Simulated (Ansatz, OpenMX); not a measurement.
Given: the input of a run of OpenMX 3.8.5 on CuAu. 

Contents of CuAu.dat:

```
System.CurrrentDirectory             ./
System.Name                          CuAu
DATA.PATH                            ./DFT_DATA13
level.of.stdout                      1
level.of.fileout                     0
Species.Number                       2
<Definition.of.Atomic.Species
  Au  Au7.0-s3p2d2f1         Au_PBE13
  Cu  Cu6.0H-s3p2d2          Cu_PBE13H
Definition.of.Atomic.Species>

Atoms.Number                         2
Atoms.SpeciesAndCoordinates.Unit     FRAC
<Atoms.SpeciesAndCoordinates
    1  Au    0.0000000000    0.0000000000    0.0000000000   8.500  8.500
    2  Cu    0.5000000000    0.5000000000    0.5000000000   9.500  9.500
Atoms.SpeciesAndCoordinates>

Atoms.UnitVectors.Unit               Ang
<Atoms.UnitVectors
     2.8107494552    0.0000000000    0.0000000000
     0.0000000000    2.8107494552    0.0000000000
     0.0000000000    0.0000000000    3.6850000000
Atoms.UnitVectors>

scf.XcType                           GGA-PBE
scf.SpinPolarization                 off
scf.ElectronicTemperature            580.226
scf.energycutoff                     500.0
scf.maxIter                          100
scf.EigenvalueSolver                 band
scf.Kgrid                            9 9 7
scf.Mixing.Type                      rmm-diisk
scf.Init.Mixing.Weight               0.05
scf.Min.Mixing.Weight                0.001
scf.Max.Mixing.Weight                0.3
scf.Mixing.History                   25
scf.Mixing.StartPulay                8
scf.criterion                        1.0e-8
scf.stress.tensor                    on
MD.Type                              nomd
```

Potentials or basis: OpenMX 2013 PBE set, Au7.0-s3p2d2f1, Cu6.0H-s3p2d2, grid cutoff 500 Ry.

The run is started by

```bash
$ openmx CuAu.dat -nt 1 > CuAu.std
```

Task: Set up the same calculation for Ansatz 0.2.0. Potentials or basis there: all-electron LAPW, scalar-relativistic.

Result: As run (cutoffs and basis follow the program's own potentials, and thresholds, step limits or extra output files can differ):

Contents of input.yaml:

```yaml
crystal:
  lattice:
    - [2.8107494552, 0.0, 0.0]
    - [0.0, 2.8107494552, 0.0]
    - [0.0, 0.0, 3.685]
  atoms:
    - { symbol: Au, position: [0.0, 0.0, 0.0] }
    - { symbol: Cu, position: [0.5, 0.5, 0.5] }
kpoints:
  mp_grid: { grid: [9, 9, 7] }
scf:
  occupations: { method: fermi_dirac, width: 0.05 }
hamiltonian:
  xc: pbe
  pseudopotentials: { kind: all_electron, lapw: { basis_error: 0.001 } }
output:
  forces: true
  stress: true
  eigenvalues: true
  populations: true
```

Potentials or basis: all-electron LAPW, scalar-relativistic.

The run is started by

```bash
$ ansatz run input.yaml --threads 1 --pin off --max-ram 3072MiB --backend cpu --events-out ev --progress --plain --runs-dir out
```

Both were run:

|  | OpenMX | Ansatz |
| --- | --- | --- |
| Pressure | 6.5 GPa | 4.5 GPa |

Where Ansatz's input types no cutoff or centring, it takes its own default and a Γ-centred mesh.

Pressure is positive in compression.
